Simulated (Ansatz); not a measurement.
## Profile along the Sn–O line in BaSnO3 (cubic perovskite)

BaSnO3 (cubic perovskite)

```cif
data_BaO3Sn
_chemical_formula_sum 'Ba1 Sn1 O3'
_space_group_name_H-M_alt 'Pm-3m'
_space_group_IT_number 221
_space_group_name_Hall '-P 4 2 3'
_cell_length_a 4.13130
_cell_length_b 4.13130
_cell_length_c 4.13130
_cell_angle_alpha 90.000
_cell_angle_beta 90.000
_cell_angle_gamma 90.000
loop_
_atom_site_label
_atom_site_type_symbol
_atom_site_symmetry_multiplicity
_atom_site_Wyckoff_symbol
_atom_site_fract_x
_atom_site_fract_y
_atom_site_fract_z
_atom_site_occupancy
Ba1 Ba 1 a 0.00000 0.00000 0.00000 1
Sn1 Sn 1 b 0.50000 0.50000 0.50000 1
O1 O 3 c 0.00000 0.50000 0.50000 1
```

Fields along a shortest Sn–O line of a {110} plane (2.07 Å), from Sn to O, interpolated on the slice's grid (step about 0.2 Å). Calculation: r2SCAN (plane waves to 500 eV, PAW, scalar-relativistic; Ansatz, a program for electronic structure). k mesh 8×8×8. Inside the PAW spheres the values are not all-electron values, and peaks at nuclei hang on which shells count as valence. BaSnO3 was relaxed with its symmetry unable to fall.

| distance from Sn (Å) | valence electron density (e/Å³) | electron localisation function | density of the highest valence band (e/Å³) | density of the lowest conduction band (e/Å³) |
|---|---|---|---|---|
| 0.00 | 16.46 | x | 0.000 | 0.043 |
| 0.21 | 13.90 | x | 0.000 | 0.064 |
| 0.41 | 7.61 | 0.02 | 0.000 | 0.119 |
| 0.62 | 3.03 | 0.11 | 0.000 | 0.153 |
| 0.83 | 1.08 | 0.17 | 0.002 | 0.127 |
| 1.03 | 0.63 | 0.23 | 0.008 | 0.071 |
| 1.24 | 0.87 | 0.58 | 0.019 | 0.047 |
| 1.45 | 1.85 | 0.79 | 0.042 | 0.126 |
| 1.66 | 4.02 | 0.70 | 0.061 | 0.289 |
| 1.86 | 6.46 | x | 0.034 | 0.318 |
| 2.07 | 7.57 | x | 0.001 | 0.255 |

x: too close to a nucleus for the ELF to mean much. Band densities are of whole bands, smooth part only.

Density on the Sn–O line (2.07 Å) at its midpoint: 0.63 e/Å³. ELF at that point: 0.2. Element round which the density of the highest valence band (whole band, smooth part) is largest on this plane: O.
